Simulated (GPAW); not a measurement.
A calculation with GPAW 26.7.0 of K (native input, structure from a POSCAR):

File run.py:

```python
from ase.io import read
from gpaw import PW
from gpaw.dft import DFT

atoms = read('POSCAR')

dft = DFT(atoms,
          mode=PW(600),
          xc='PBE',
          kpts={'size': (3, 3, 6), 'gamma': True},
          occupations={'name': 'fermi-dirac', 'width': 0.05},
          nbands=11,
          convergence={'density': 1e-05, 'energy': 1e-05},
          maxiter=150,
          txt='gpaw.txt')
print(f'Energy: {dft.calculate_energy():.6f} eV')
print('Forces (eV/A):')
print(dft.calculate_forces().round(4))
print('Stress (eV/A^3):', dft.calculate_stress().round(6))
dft.write_gpw_file('gs.gpw')
```

File POSCAR:

```
K
1.0
   10.0796055900      0.0000000000      0.0000000000
    0.0000000000     10.0796055900      0.0000000000
    0.0000000000      0.0000000000      4.3245983300
K
1
Direct
    0.0000000000      0.0000000000      0.0000000000
```

Potentials or basis: GPAW PAW data sets (gpaw-data 1.2.1), pw.

Command:

```bash
$ OMP_NUM_THREADS=1 python run.py
```

This isn't the form of K at room conditions, which is bcc.

Question: Write the same calculation in another form: ASE script, structure typed inline.

Answer: As run:

The input run.py:

```python
from ase import Atoms
from ase.dft.bandgap import bandgap
from ase.io import write
from ase.units import Bohr, GPa
from gpaw import GPAW, PW
from gpaw.elf import elf_from_dft_calculation

atoms = Atoms(['K'],
              cell=[[10.07960559, 0.0, 0.0],
                    [0.0, 10.07960559, 0.0],
                    [0.0, 0.0, 4.32459833]],
              scaled_positions=[[0.0, 0.0, 0.0]],
              pbc=True)

calc = GPAW(mode=PW(600),
            xc='PBE',
            kpts={'size': (3, 3, 6), 'gamma': True},
            occupations={'name': 'fermi-dirac', 'width': 0.05},
            nbands=11,
            convergence={'density': 1e-05, 'energy': 1e-05},
            maxiter=150,
            txt='gpaw.txt')
atoms.calc = calc
energy = atoms.get_potential_energy()
forces = atoms.get_forces()
stress = atoms.get_stress()
calc.write('gs.gpw')
write('result.traj', atoms)
print(f'Energy: {energy:.6f} eV')
print('Forces (eV/A):')
print(forces.round(4))
print('Stress (GPa):', (stress / GPa).round(3))
print('Fermi level:', round(calc.get_fermi_level(), 4), 'eV')
print(f'Gap: {bandgap(calc)[0]:.4f} eV, direct: {bandgap(calc, direct=True)[0]:.4f} eV')

# fields on the real-space grid
write('density.cube', atoms, data=calc.get_pseudo_density() * Bohr**3)
write('potential.cube', atoms, data=calc.get_electrostatic_potential())
write('elf.cube', atoms, data=elf_from_dft_calculation(calc).data)
```

Potentials or basis: GPAW PAW data sets (gpaw-data 1.2.1), pw.

Command:

```console
$ OMP_NUM_THREADS=1 python run.py
```

Both were run:

|  | native input, structure from a POSCAR | ASE script, structure typed inline |
| --- | --- | --- |
| Pressure | 0.0 GPa | 0.0 GPa |
| Band gap on the k mesh | none (metal or under the smearing width) | none (metal or under the smearing width) |

Keys that steer only the numerical path or the files written may differ.
